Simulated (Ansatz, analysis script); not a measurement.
# MnO2 monolayer: non-collinear orders

Wanted: the lowest arrangement of moments that fits this cell of a MnO2 monolayer.

Program: Ansatz 0.2.0. Level of theory: PBE with U = 2 eV on Mn d, PAW set soft_2. Results are calculated unless marked as measured.

Report form: the programs' logs are mostly left out.

## 1. The starting structure

The cell holds 9 atoms: 3 Mn and 6 O. Cell: a = 8.571 Å, b = 4.948 Å, c = 16.897 Å, α = 90.0°, β = 90.0°, γ = 30.0°. It derives from MnO2. One layer cut from the bulk crystal, 15 Å of vacuum. Vacuum lies along c.

As a file:

```cif
data_structure
_symmetry_space_group_name_H-M 'P 1'
_symmetry_Int_Tables_number 1
_cell_length_a 8.5706
_cell_length_b 4.9482
_cell_length_c 16.8969
_cell_angle_alpha 90.000
_cell_angle_beta 90.000
_cell_angle_gamma 30.000
_cell_volume 358.29
loop_
_atom_site_label
_atom_site_type_symbol
_atom_site_fract_x
_atom_site_fract_y
_atom_site_fract_z
_atom_site_occupancy
Mn1 Mn 0.00000 0.00000 0.50000 1
Mn2 Mn 0.33333 0.00000 0.50000 1
Mn3 Mn 0.66667 0.00000 0.50000 1
O4 O 0.00000 0.33333 0.55613 1
O5 O 0.33333 0.33333 0.55613 1
O6 O 0.66667 0.33333 0.55613 1
O7 O 0.66667 0.66667 0.44387 1
O8 O 0.00000 0.66667 0.44387 1
O9 O 0.33333 0.66667 0.44387 1
```

The parent crystal comes from the Materials Project, a database of computed structures, and the real compound may take another structure.

## 2. Two spin channels first

A collinear run comes first: it shows whether moments survive, and how large they are. The atoms are relaxed in it, since their places were only estimated or cut from the bulk.

File input.yaml:

```yaml
crystal:
  lattice:
    - [8.57061, 0.0, 0.0]
    - [4.285305, 2.474122, 0.0]
    - [0.0, 0.0, 16.896891]
  atoms:
    - { symbol: Mn, position: [0.0, 0.0, 0.5], spin: 4.5 }
    - { symbol: Mn, position: [0.3333333333, 0.0, 0.5], spin: 4.5 }
    - { symbol: Mn, position: [0.6666666667, 0.0, 0.5], spin: 4.5 }
    - { symbol: O, position: [3.333e-07, 0.333333, 0.556131] }
    - { symbol: O, position: [0.3333336667, 0.333333, 0.556131] }
    - { symbol: O, position: [0.666667, 0.333333, 0.556131] }
    - { symbol: O, position: [0.6666663333, 0.666667, 0.443869] }
    - { symbol: O, position: [0.9999996667, 0.666667, 0.443869] }
    - { symbol: O, position: [0.333333, 0.666667, 0.443869] }
magnetization:
  spin_polarized: true
kpoints:
  mp_grid: { grid: [6, 6, 1] }
hamiltonian:
  xc: pbe
  hubbard: { sites: [{ species: Mn, l: d, u_eff: 2.0 }] }
scf:
  occupations: { method: fermi_dirac, width: 0.05 }
  max_iter: 120
  convergence: { dr2_threshold: 1.0e-08 }
relax:
  max_steps: 25
  f_tol: 0.02
output:
  write_density: true
  write_potential: true
  elf: true
  volumetric_format: npy
```

Launch:

```console
$ ansatz run input.yaml --threads 4 --pin off --max-ram 8192MiB --backend cpu --events-out ev --progress --plain --runs-dir out
```

The job ended after 29 s (4 threads of Arm Neoverse V2, shared host; peak memory 1.2 GiB).

Step by step:

| step | energy less that of the first step (eV) | largest force component (eV/Å) |
| --- | --- | --- |
| 1 | 0.0000 | 0.4030 |
| 2 | -0.0205 | 0.1720 |
| 3 | -0.0251 | 0.0005 |
| 3 | -0.0251 | 0.0005 |

The run keeps the 36 symmetry operations that it works with, so distortions that break them were not tested.

The atoms that moved most (Å):

| atom | dx | dy | dz | length |
| --- | --- | --- | --- | --- |
| O5 | 0.000 | 0.000 | 0.021 | 0.021 |
| O7 | 0.000 | 0.000 | -0.021 | 0.021 |
| O6 | 0.000 | 0.000 | 0.021 | 0.021 |
| O9 | 0.000 | 0.000 | -0.021 | 0.021 |
| O4 | 0.000 | 0.000 | 0.021 | 0.021 |
| O8 | 0.000 | 0.000 | -0.021 | 0.021 |

Spin moment in the atom's sphere by atom:

| atom | spin moment in the atom's sphere (μB) |
| --- | --- |
| Mn1 | 2.63 |
| Mn2 | 2.63 |
| Mn3 | 2.63 |
| O4 | -0.02 |
| O5 | -0.02 |
| O6 | -0.02 |
| O7 | -0.02 |
| O8 | -0.02 |
| O9 | -0.02 |

Tables count atoms from 1; parts of the log count from 0.

The run ends ferromagnetic, with a net moment of 9 μB a cell. Only this order was typed.

Spin density in the cb plane at fractional x = 0.000, with atoms of Mn and O within 0.2 Å of it.

Ten even steps from '0' (-0.1 e/Å³) to '9' (4.9 e/Å³), each cell a mean:
```
00000000000000000000146200000000000000000000
00000000000000000000001000000000000000000000
00000000000000000000000000000000000000000000
00000000000000000000000000000000000000000000
00000000000000000000000000000000000000000000
00000000000000000000000000000000000000000000
00000000000000000000000000000000000000000000
00000000000000000000000000000000000000000000
00000000000000000000000000000000000000000000
00000000000000000000000000000000000000000000
00000000000000000000022000000000000000000000
00000000000000000000179400000000000000000000
```
Columns run along c (16.9 Å), rows up along b (4.9 Å). Atoms in or near the plane, at fractional coordinates: Mn at (0.50, 0.00), O at (0.56, 0.33), O at (0.44, 0.67).

Valence density in the cb plane at fractional x = 0.000, with atoms of Mn and O within 0.2 Å of it. It is the smooth field of the valence electrons, not physical close to the nuclei.

Values in units of 1e0 e/Å³, 7 rows by 16 columns, each cell a mean:
```
0.0 0.0 0.0 0.0 0.0 0.0 0.1 3.1 5.0 0.1 0.0 0.0 0.0 0.0 0.0 0.0
0.0 0.0 0.0 0.0 0.0 0.0 0.9 2.2 0.3 0.0 0.0 0.0 0.0 0.0 0.0 0.0
0.0 0.0 0.0 0.0 0.0 0.0 1.6 3.5 0.2 0.0 0.0 0.0 0.0 0.0 0.0 0.0
0.0 0.0 0.0 0.0 0.0 0.0 0.2 0.5 0.8 0.7 0.0 0.0 0.0 0.0 0.0 0.0
0.0 0.0 0.0 0.0 0.0 0.0 0.0 0.1 2.9 3.0 0.0 0.0 0.0 0.0 0.0 0.0
0.0 0.0 0.0 0.0 0.0 0.0 0.0 0.4 1.3 0.8 0.0 0.0 0.0 0.0 0.0 0.0
0.0 0.0 0.0 0.0 0.0 0.0 0.0 5.0 8.1 0.1 0.0 0.0 0.0 0.0 0.0 0.0
```
Columns run along c (16.9 Å), rows up along b (4.9 Å). Atoms in or near the plane, at fractional coordinates: Mn at (0.50, 0.00), O at (0.56, 0.33), O at (0.44, 0.67).

ELF in the cb plane at fractional x = 0.000, with atoms of Mn and O within 0.2 Å of it. It is the smooth field of the valence electrons, not physical close to the nuclei.

Ten even steps from '0' (0.00) to '9' (0.86), each cell a mean:
```
00000000000000000011379620000000000000000000
00000000000000001355334210000000000000000000
00000000000000014899852000000000000000000000
00000000000000026995683000000000000000000000
00000000000000025897773110000000000000000000
00000000000000013688741356420000000000000000
00000000000000000123213789863000000000000000
00000000000000000000016857984100000000000000
00000000000000000000015878974100000000000000
00000000000000000000012588741000000000000000
00000000000000000000266323200000000000000000
00000000000000000001599720000000000000000000
```
Columns run along c (16.9 Å), rows up along b (4.9 Å). Atoms in or near the plane, at fractional coordinates: Mn at (0.50, 0.00), O at (0.56, 0.33), O at (0.44, 0.67).

Signs and angles in the names of the patterns follow the order of the magnetic atoms in the input, which need not be their order in space.

In the spinor runs that follow the search for lower states is off.

## 3. Start: ferro, directions locked

The parallel pattern comes first. A lock holds the typed directions and leaves the sizes free.

File input.yaml:

```yaml
crystal:
  lattice:
    - [8.57061, 0.0, 0.0]
    - [4.285305, 2.474122, 0.0]
    - [0.0, 0.0, 16.896891]
  atoms:
    - { symbol: Mn, position: [0.0, 0.0, 0.5], spin: 2.63, spin_axis: [0.0, 0.0, 1.0] }
    - { symbol: Mn, position: [0.3333333333, 0.0, 0.5], spin: 2.63, spin_axis: [0.0, 0.0, 1.0] }
    - { symbol: Mn, position: [0.6666666667, 0.0, 0.5], spin: 2.63, spin_axis: [0.0, 0.0, 1.0] }
    - { symbol: O, position: [0.0, 0.3333333333, 0.5573658136] }
    - { symbol: O, position: [0.3333333333, 0.3333333333, 0.5573658136] }
    - { symbol: O, position: [0.6666666667, 0.3333333333, 0.5573658136] }
    - { symbol: O, position: [0.6666666667, 0.6666666667, 0.4426341864] }
    - { symbol: O, position: [1.0, 0.6666666667, 0.4426341864] }
    - { symbol: O, position: [0.3333333333, 0.6666666667, 0.4426341864] }
kpoints:
  mp_grid: { grid: [6, 6, 1] }
hamiltonian:
  xc: pbe
  hubbard: { sites: [{ species: Mn, l: d, u_eff: 2.0 }] }
scf:
  occupations: { method: fermi_dirac, width: 0.05 }
  max_iter: 120
  convergence: { dr2_threshold: 1.0e-08 }
  lower_state_search: "off"
basis:
  ecutwfc: 420.0
magnetization:
  noncollinear: true
  spin_locking: { lock_directions: true }
```

Launch:

```console
$ ansatz run input.yaml --threads 2 --pin off --max-ram 4096MiB --backend cpu --events-out ev --progress --plain --runs-dir out
```

It took 50 s on 2 threads; peak memory 1.5 GiB; 98 s of CPU time.

It ends ferromagnetic; the largest site carries 2.63 μB.

Spin moment in the atom's sphere by atom:

| atom | x (μB) | y (μB) | z (μB) | size |
| --- | --- | --- | --- | --- |
| Mn1 | 0.00 | 0.00 | 2.63 | 2.63 |
| Mn2 | 0.00 | 0.00 | 2.63 | 2.63 |
| Mn3 | 0.00 | 0.00 | 2.63 | 2.63 |
| O4 | 0.00 | 0.00 | -0.02 | 0.02 |
| O5 | 0.00 | 0.00 | -0.02 | 0.02 |
| O6 | 0.00 | 0.00 | -0.02 | 0.02 |
| O7 | 0.00 | 0.00 | -0.02 | 0.02 |
| O8 | 0.00 | 0.00 | -0.02 | 0.02 |
| O9 | 0.00 | 0.00 | -0.02 | 0.02 |

## 4. Start: random 1

Random directions favour no pattern, so the moments can find one that was not thought of.

input.yaml, the sections that differ from step 3:

```yaml
crystal:
  lattice:
    - [8.57061, 0.0, 0.0]
    - [4.285305, 2.474122, 0.0]
    - [0.0, 0.0, 16.896891]
  atoms:
    - { symbol: Mn, position: [0.0, 0.0, 0.5], spin: 2.63, spin_axis: [0.651539, -0.147934, -0.744052] }
    - { symbol: Mn, position: [0.3333333333, 0.0, 0.5], spin: 2.63, spin_axis: [0.186894, -0.547071, 0.815956] }
    - { symbol: Mn, position: [0.6666666667, 0.0, 0.5], spin: 2.63, spin_axis: [0.657475, 0.35086, 0.666801] }
    - { symbol: O, position: [0.0, 0.3333333333, 0.5573658136] }
    - { symbol: O, position: [0.3333333333, 0.3333333333, 0.5573658136] }
    - { symbol: O, position: [0.6666666667, 0.3333333333, 0.5573658136] }
    - { symbol: O, position: [0.6666666667, 0.6666666667, 0.4426341864] }
    - { symbol: O, position: [1.0, 0.6666666667, 0.4426341864] }
    - { symbol: O, position: [0.3333333333, 0.6666666667, 0.4426341864] }
magnetization:
  noncollinear: true
output:
  write_density: true
  write_potential: true
  elf: true
  volumetric_format: npy
# kpoints, hamiltonian, scf, basis: as in step 3
```

Wall time 28 min (2 threads); peak memory 2.7 GiB.

The run was cut off at the time left to it in the session, and no result is taken from it.

## 5. Start: random 2

input.yaml, the sections that differ from step 4:

```yaml
crystal:
  lattice:
    - [8.57061, 0.0, 0.0]
    - [4.285305, 2.474122, 0.0]
    - [0.0, 0.0, 16.896891]
  atoms:
    - { symbol: Mn, position: [0.0, 0.0, 0.5], spin: 2.63, spin_axis: [0.209789, 0.321102, -0.923516] }
    - { symbol: Mn, position: [0.3333333333, 0.0, 0.5], spin: 2.63, spin_axis: [-0.451106, -0.864347, 0.22228] }
    - { symbol: Mn, position: [0.6666666667, 0.0, 0.5], spin: 2.63, spin_axis: [0.407365, -0.32388, -0.853906] }
    - { symbol: O, position: [0.0, 0.3333333333, 0.5573658136] }
    - { symbol: O, position: [0.3333333333, 0.3333333333, 0.5573658136] }
    - { symbol: O, position: [0.6666666667, 0.3333333333, 0.5573658136] }
    - { symbol: O, position: [0.6666666667, 0.6666666667, 0.4426341864] }
    - { symbol: O, position: [1.0, 0.6666666667, 0.4426341864] }
    - { symbol: O, position: [0.3333333333, 0.6666666667, 0.4426341864] }
# kpoints, hamiltonian, scf, basis, magnetization: as in step 4
# output: removed
```

Run time: 22 min. Hardware: 2 threads; peak memory 2.7 GiB.

It ends ferromagnetic; the largest site carries 2.63 μB.

Spin moment in the atom's sphere by atom:

| atom | x (μB) | y (μB) | z (μB) | size |
| --- | --- | --- | --- | --- |
| Mn1 | 0.12 | -1.49 | -2.17 | 2.63 |
| Mn2 | 0.12 | -1.47 | -2.18 | 2.63 |
| Mn3 | 0.12 | -1.47 | -2.18 | 2.63 |
| O4 | 0.00 | 0.01 | 0.02 | 0.02 |
| O5 | 0.00 | 0.01 | 0.02 | 0.02 |
| O6 | 0.00 | 0.01 | 0.02 | 0.02 |
| O7 | 0.00 | 0.01 | 0.02 | 0.02 |
| O8 | 0.00 | 0.01 | 0.02 | 0.02 |
| O9 | 0.00 | 0.01 | 0.02 | 0.02 |

## 6. Start: umbrella, directions locked

input.yaml, the sections that differ from step 5:

```yaml
crystal:
  lattice:
    - [8.57061, 0.0, 0.0]
    - [4.285305, 2.474122, 0.0]
    - [0.0, 0.0, 16.896891]
  atoms:
    - { symbol: Mn, position: [0.0, 0.0, 0.5], spin: 2.63, spin_axis: [0.894427, 0.0, 0.447214] }
    - { symbol: Mn, position: [0.3333333333, 0.0, 0.5], spin: 2.63, spin_axis: [-0.447214, 0.774597, 0.447214] }
    - { symbol: Mn, position: [0.6666666667, 0.0, 0.5], spin: 2.63, spin_axis: [-0.447214, -0.774597, 0.447214] }
    - { symbol: O, position: [0.0, 0.3333333333, 0.5573658136] }
    - { symbol: O, position: [0.3333333333, 0.3333333333, 0.5573658136] }
    - { symbol: O, position: [0.6666666667, 0.3333333333, 0.5573658136] }
    - { symbol: O, position: [0.6666666667, 0.6666666667, 0.4426341864] }
    - { symbol: O, position: [1.0, 0.6666666667, 0.4426341864] }
    - { symbol: O, position: [0.3333333333, 0.6666666667, 0.4426341864] }
magnetization:
  noncollinear: true
  spin_locking: { lock_directions: true }
# kpoints, hamiltonian, scf, basis: as in step 5
```

The job ended after 90 s (2 threads; peak memory 1.8 GiB; 3 min of CPU time).

It ends non-coplanar with net moment; the largest site carries 2.56 μB.

Spin moment in the atom's sphere by atom:

| atom | x (μB) | y (μB) | z (μB) | size |
| --- | --- | --- | --- | --- |
| Mn1 | 2.29 | 0.00 | 1.15 | 2.56 |
| Mn2 | -1.14 | 1.98 | 1.15 | 2.56 |
| Mn3 | -1.14 | -1.98 | 1.15 | 2.56 |
| O4 | 0.00 | 0.00 | -0.01 | 0.01 |
| O5 | 0.00 | 0.00 | -0.01 | 0.01 |
| O6 | 0.00 | 0.00 | -0.01 | 0.01 |
| O7 | 0.00 | 0.00 | -0.01 | 0.01 |
| O8 | 0.00 | 0.00 | -0.01 | 0.01 |
| O9 | 0.00 | 0.00 | -0.01 | 0.01 |

For the largest spin moment in the atom's sphere, step 3 gave 2.63 μB; this run, with other starting moments, gives 2.56 μB (-3 %).

## 7. Start: 120 degrees in the xy plane, directions locked

input.yaml, the sections that differ from step 6:

```yaml
crystal:
  lattice:
    - [8.57061, 0.0, 0.0]
    - [4.285305, 2.474122, 0.0]
    - [0.0, 0.0, 16.896891]
  atoms:
    - { symbol: Mn, position: [0.0, 0.0, 0.5], spin: 2.63, spin_axis: [1.0, 0.0, 0.0] }
    - { symbol: Mn, position: [0.3333333333, 0.0, 0.5], spin: 2.63, spin_axis: [-0.5, 0.866025, 0.0] }
    - { symbol: Mn, position: [0.6666666667, 0.0, 0.5], spin: 2.63, spin_axis: [-0.5, -0.866025, 0.0] }
    - { symbol: O, position: [0.0, 0.3333333333, 0.5573658136] }
    - { symbol: O, position: [0.3333333333, 0.3333333333, 0.5573658136] }
    - { symbol: O, position: [0.6666666667, 0.3333333333, 0.5573658136] }
    - { symbol: O, position: [0.6666666667, 0.6666666667, 0.4426341864] }
    - { symbol: O, position: [1.0, 0.6666666667, 0.4426341864] }
    - { symbol: O, position: [0.3333333333, 0.6666666667, 0.4426341864] }
# kpoints, hamiltonian, scf, basis, magnetization: as in step 6
```

It took 1.9 min on 2 threads; peak memory 2.1 GiB; 3.9 min of CPU time.

It ends coplanar compensated; the largest site carries 2.54 μB.

For the largest spin moment in the atom's sphere, step 3 gave 2.63 μB; this run, with coplanar compensated and other starting moments, gives 2.54 μB (-4 %).

## 8. Start: collinear ++-, directions locked

input.yaml, the sections that differ from step 7:

```yaml
crystal:
  lattice:
    - [8.57061, 0.0, 0.0]
    - [4.285305, 2.474122, 0.0]
    - [0.0, 0.0, 16.896891]
  atoms:
    - { symbol: Mn, position: [0.0, 0.0, 0.5], spin: 2.63, spin_axis: [0.0, 0.0, 1.0] }
    - { symbol: Mn, position: [0.3333333333, 0.0, 0.5], spin: 2.63, spin_axis: [0.0, 0.0, 1.0] }
    - { symbol: Mn, position: [0.6666666667, 0.0, 0.5], spin: 2.63, spin_axis: [0.0, 0.0, -1.0] }
    - { symbol: O, position: [0.0, 0.3333333333, 0.5573658136] }
    - { symbol: O, position: [0.3333333333, 0.3333333333, 0.5573658136] }
    - { symbol: O, position: [0.6666666667, 0.3333333333, 0.5573658136] }
    - { symbol: O, position: [0.6666666667, 0.6666666667, 0.4426341864] }
    - { symbol: O, position: [1.0, 0.6666666667, 0.4426341864] }
    - { symbol: O, position: [0.3333333333, 0.6666666667, 0.4426341864] }
# kpoints, hamiltonian, scf, basis, magnetization: as in step 7
```

It took 59 s on 2 threads; peak memory 1.5 GiB.

It ends ferrimagnetic; the largest site carries 2.57 μB.

Between step 3 and this run (ferrimagnetic and other starting moments) the value for the largest spin moment in the atom's sphere moves from 2.63 μB to 2.57 μB (-2 %).

## 9. Side runs that gave no result

| changed | outcome |
| --- | --- |
| magnetization; hamiltonian.pseudopotentials | refused or stopped by the program |

## 10. The textures side by side

The last two columns average e·e over the pairs of the two nearest shells of magnetic atoms: 1 is parallel, −1 opposed.

The states reached:

| start | final state | energy (meV/magnetic atom) | net moment (μB/cell) | mean moment (μB) | least moment (μB) | typed angles to the first (deg) | final angles to the first (deg) | triple product of the first three | mean cosine, nearest magnetic neighbours | second shell |
| --- | --- | --- | --- | --- | --- | --- | --- | --- | --- | --- |
| ferro | ferromagnetic | 0 | 9 | 2.631 | 2.631 | 0 0 | 0 0 | 0 | 1 | 1 |
| random 2 | ferromagnetic | 2.00e-4 | 9 | 2.631 | 2.631 | 125 40 | 0 0 | 0 | 1 | 1 |
| umbrella | non-coplanar with net moment | 13.63 | 3.913 | 2.557 | 2.557 | 102 102 | 101 101 | 0.9305 | -0.2 | 1 |
| 120 degrees in the xy plane | coplanar compensated | 17.15 | 0 | 2.539 | 2.539 | 120 120 | 120 120 | 0 | -0.5 | 1 |
| collinear ++- | ferrimagnetic | 13.93 | 3 | 2.55 | 2.501 | 0 180 | 0 180 | 0 | -0.33 | 1 |

## 11. Results

| Quantity | Value |
| --- | --- |
| lowest state found | ferromagnetic |
| mean cosine between nearest magnetic neighbours there | 1.0 |
| net moment of the lowest state | 9 μB a cell |
| mean moment in the lowest state | 2.63 μB |

**Reading.** The lowest state found is ferromagnetic, reached from the start «ferro», 13.6 meV a magnetic atom under the next one (non-coplanar with net moment). 2 of the 5 converged starts end within 0.1 meV of the lowest. 1 start left the typed angles, so their energies belong to the state reached. No result came from «random 1». Without spin–orbit coupling only the angles between moments count. Under a U each start can settle in its own orbital filling, which enters the ranking. Only the listed patterns were tried; a locked pattern need not be stationary. The 6 spinor runs took 55 min of wall time, added up.

[Logs and program files are shortened in this print: banners, set-up blocks, solver, clock and traceback lines can be left out without a mark of their own.]

[Logs are printed without paths, hosts, clocks, repeated set-up lines and the standing remarks that a program may print on its own settings, such as how far it seeks lower states.]

[Hosts, paths, dates, database ids (printed as entryN), source tags and the programs' standing remarks are cut or masked in the printed files.]
